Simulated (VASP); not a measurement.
Set up this calculation in VASP 6.6.1, as the native input.

```
Task                               : band structure
Functional                         : HSE06
Potentials or basis                : VASP PAW PBE potentials, release 64 (K_sv, Cl)
Cutoff                             : 520 eV
k mesh                             : 6 × 6 × 6
Occupations                        : gaussian, width 0.02 eV
Spin                               : no spin polarisation
Ladder                             : free
Grid for exact exchange (PRECFOCK) : Fast
Screening parameter                : 0.2 1/A
Further INCAR settings             : ALGO = Normal; EDIFF = 1e-07
```

KCl:

```
K Cl
1.0
     3.83920    0.00000    0.00000
     0.00000    3.83920    0.00000
     0.00000    0.00000    3.83920
K Cl
1 1
Direct
  0.00000 0.00000 0.00000
  0.50000 0.50000 0.50000
```

Measurements of this composition are mostly on another form, of space group No. 225.

One way to write it, as run:

POSCAR

```
KCl
1.0
    3.8391960000      0.0000000000      0.0000000000
    0.0000000000      3.8391960000      0.0000000000
    0.0000000000      0.0000000000      3.8391960000
K Cl
1 1
Direct
    0.0000000000      0.0000000000      0.0000000000
    0.5000000000      0.5000000000      0.5000000000
```

INCAR.step1

```
  ALGO = Normal
  EDIFF = 1E-5
  ENCUT = 520
  GGA = PE
  ISIF = 2
  ISMEAR = 0
  KPAR = 4
  LASPH = T
  LCHARG = F
  LREAL = F
  LWAVE = T
  NELM = 100
  PREC = Accurate
  SIGMA = 0.02
```

INCAR.step2

```
  ALGO = Normal
  EDIFF = 1E-7
  ENCUT = 520
  GGA = PE
  HFSCREEN = 0.2
  ISIF = 2
  ISMEAR = 0
  ISTART = 1
  KPAR = 4
  LASPH = T
  LCHARG = F
  LHFCALC = T
  LREAL = F
  LWAVE = F
  NELM = 100
  PREC = Accurate
  PRECFOCK = Fast
  SIGMA = 0.02
```

KPOINTS

```
k-points
0
Gamma
  6 6 6
```

KPOINTS_OPT

```
path GXMGRX,MR
10
line-mode
reciprocal
 0.0000000000  0.0000000000  0.0000000000  G
 0.0000000000  0.5000000000  0.0000000000  X

 0.0000000000  0.5000000000  0.0000000000  X
 0.5000000000  0.5000000000  0.0000000000  M

 0.5000000000  0.5000000000  0.0000000000  M
 0.0000000000  0.0000000000  0.0000000000  G

 0.0000000000  0.0000000000  0.0000000000  G
 0.5000000000  0.5000000000  0.5000000000  R

 0.5000000000  0.5000000000  0.5000000000  R
 0.0000000000  0.5000000000  0.0000000000  X

 0.5000000000  0.5000000000  0.0000000000  M
 0.5000000000  0.5000000000  0.5000000000  R
```

Potentials or basis: VASP PAW PBE potentials, release 64 (K_sv, Cl).

Launch:

```sh
$ cat potpaw_PBE.64/K_sv/POTCAR potpaw_PBE.64/Cl/POTCAR > POTCAR
$ cp INCAR.step1 INCAR
$ mpirun -np 4 vasp_std > vasp.out
$ cp INCAR.step2 INCAR
$ mpirun -np 4 vasp_std > vasp.out
```

Results of the run:

```json
{
  "Pressure": "-0.4 GPa",
  "Band gap on the k mesh": "6.14 eV, indirect (least direct gap 6.36 eV)",
  "Band gap along the path": "6.14 eV, indirect (least direct gap 6.36 eV)"
}
```

Caveat: the PAW data sets were made with another functional, which shifts forces and pressure a little.

It took 6.3 min on 4 MPI ranks on AMD EPYC 9R45 (Zen 5), on a shared host, peak memory 0.32 GiB a rank.
